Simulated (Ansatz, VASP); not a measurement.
**Ru in VASP and in Ansatz**

```
Ru
1.0
     0.00000    1.88442    1.88442
     1.88442    0.00000    1.88442
     1.88442    1.88442    0.00000
Ru
1
Cartesian
  0.0000 0.0000 0.0000
```

Alike in both runs: functional PBEsol; k mesh 20 × 20 × 20; occupations gaussian, width 0.1 eV; no spin polarisation.

Ansatz relaxed the structure, and its values are those at the end. VASP's run is a single point on that final structure, the one shown.

|  | VASP | Ansatz |
| --- | --- | --- |
| version | VASP 6.6.1 | Ansatz 0.2.0 |
| potentials or method | VASP PAW PBE potentials, release 64 (Ru_pv) | scalar-relativistic, plane waves, PAW |
| plane-wave cutoff (eV) | 520 | 420 |
| valence electrons in the cell | 14 | 16 |

|  | VASP | Ansatz | Ansatz less VASP |
| --- | --- | --- | --- |
| gap on the k mesh at the Fermi level (eV) | none | none | - |
| pressure (GPa) | -0.1 | 0.0 | +0.06 |

A gap of «none» marks a metal or a gap that the smearing closes. The two sets of potentials don't hold the same shells in valence.

Caveats: the PAW data sets were made with another functional, which shifts forces and pressure a little (VASP).
